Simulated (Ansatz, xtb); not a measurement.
**Relative energy of two isomers of C3H6O**

Structure I is `C=CCO`, a singlet and structure II is `CCC=O`, a singlet. Both are isolated molecules in the gas phase, relaxed with B3LYP/def2-SVP, each in the lowest conformer that the search found.

Quicker runs give these differences E(II) − E(I): GFN2-xTB −0.598 eV; HF/STO-3G −1.120 eV (at GFN2-xTB geometries); r2SCAN-D4/def2-SVP −0.815 eV (at GFN2-xTB geometries).

Question: Estimate E(II) − E(I) at the level CCSD(T)/def2-TZVP.

Answer: Calculated at CCSD(T)/def2-TZVP: E(II) − E(I) = −0.705 eV, so structure II lies lower.

The same difference at several levels:

```
             level        geometry  E(II) − E(I) (eV)  departure from the last row (eV)  job, with rough time for the two
          GFN2-xTB        GFN2-xTB              −0.598                            +0.107              optimisation, 0.17 s
         HF/STO-3G        GFN2-xTB              −1.120                            −0.415              single point, 0.36 s
r2SCAN-D4/def2-SVP        GFN2-xTB              −0.815                            −0.110               single point, 2.7 s
    B3LYP/def2-SVP  B3LYP/def2-SVP              −0.788                            −0.083                optimisation, 30 s
      HF/def2-TZVP  B3LYP/def2-SVP              −0.740                            −0.035           part of the CCSD(T) run
     MP2/def2-TZVP  B3LYP/def2-SVP              −0.733                            −0.028           part of the CCSD(T) run
 CCSD(T)/def2-TZVP  B3LYP/def2-SVP              −0.705                                                  single point, 80 s
```

As drawn, II has 1 C–C, 1 C=O, 1 C–H in place of 1 C=C, 1 C–O, 1 O–H.

The levels shown agree on the order. The largest departure from CCSD(T)/def2-TZVP is that of HF/STO-3G, 0.415 eV.

With harmonic frequencies from B3LYP/def2-SVP (ideal gas, rigid rotor, one conformer each, 298.15 K, 1 atm): on the last row, ΔE + ΔZPE = −0.729, ΔH = −0.725, ΔG = −0.740 eV.

Tabulated enthalpies of formation at 298 K are −124.5 kJ/mol for I (CRC Handbook of Chemistry and Physics) and −185.6 kJ/mol for II (CRC Handbook of Chemistry and Physics), a difference of −0.633 eV. Calculated less tabulated ΔH, with the same thermal term: GFN2-xTB +0.015, HF/STO-3G −0.507, r2SCAN-D4/def2-SVP −0.201, B3LYP/def2-SVP −0.175, HF/def2-TZVP −0.126, MP2/def2-TZVP −0.120, CCSD(T)/def2-TZVP −0.092 eV. Handbook values carry no stated uncertainty, so the miss of the last row may lie with the table, the conformer or the calculation.

The correlated steps freeze 4 core orbitals. Mirror images aren't counted in ΔG. Codes used: Ansatz 0.2.0, xtb 6.7.1; the last row on 2 threads of AMD EPYC 7R43 64-Core Processor (Zen 3) on a shared host.
